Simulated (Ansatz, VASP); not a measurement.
Si2N: VASP beside Ansatz

```
CELL_PARAMETERS angstrom
4.36579 0.00000 0.00000
0.00000 4.36579 0.00000
0.00000 0.00000 4.36579
ATOMIC_POSITIONS crystal
Si 0.25000 0.25000 0.25000
Si 0.25000 0.75000 0.75000
Si 0.75000 0.75000 0.25000
Si 0.75000 0.25000 0.75000
N 0.00000 0.00000 0.00000
N 0.50000 0.50000 0.50000
```

Alike in both runs: task relaxation of cell and atoms; functional PBE; k mesh 4 × 4 × 4; occupations gaussian, width 0.1 eV; no spin polarisation.

|  | VASP | Ansatz |
| --- | --- | --- |
| version | VASP 6.6.1 | Ansatz 0.2.0 |
| potentials or method | VASP PAW PBE potentials, release 64 (Si, N) | scalar-relativistic, plane waves, PAW |
| plane-wave cutoff (eV) | 600 | 420 |
| valence electrons in the cell | 26 | 26 |

```csv
,VASP,Ansatz,Ansatz less VASP
"gap on the k mesh at the Fermi level, each at its own relaxed structure (eV)",none,none,-
relaxed volume (Å³/atom),12.33,12.35,+0.020
relaxed cell length with the largest relative difference (Å),4.198,4.200,+0.0023
energy change over the relaxation (meV/atom),-61,-60,+0.6
```

A gap of «none» marks a metal or a gap that the smearing closes.
